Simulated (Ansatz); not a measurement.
Isolated molecules relaxed with PBE0-D4/def2-TZVP in Ansatz; ΔE leaves out vibrations. CBS: MP2 limit from def2 TZ/QZ plus the TZ coupled-cluster correction, frozen cores. Functionals use def2-TZVPP. Each species was taken in one conformer, which may not be the lowest.

Reaction (formal exchange of groups at the Si–O bond): `CC(=O)O[SiH3]` + `C=C=C(C)F` → `CC(F)=C=C[SiH3]` + `CC(=O)O`

```json
{"level": "r2SCAN", "ΔE (eV)": "0.72"}
{"level": "SCS-MP2/def2-QZVPP", "ΔE (eV)": "0.79"}
```

Q: What does CCSD(T)/CBS give? (Best estimate.)

A: Ansatz gave: +0.76 eV. The listed levels differ from it by -0.04, 0.03 eV.

Largest T1 diagnostic among the species: 0.015.

In def2-TZVPP, CCSD(T) changes the Hartree–Fock value by −0.11 eV (the triples alone add −0.02 eV) and MP2 by −0.12 eV. From PBE to PBE0 (25 % exact exchange), in def2-TZVPP and without D4, ΔE moves by +0.04 eV.

CCSD(T)/CBS has its own doubt, a few kJ/mol and more with outer-core shells, so smaller differences from it don't rank the levels.
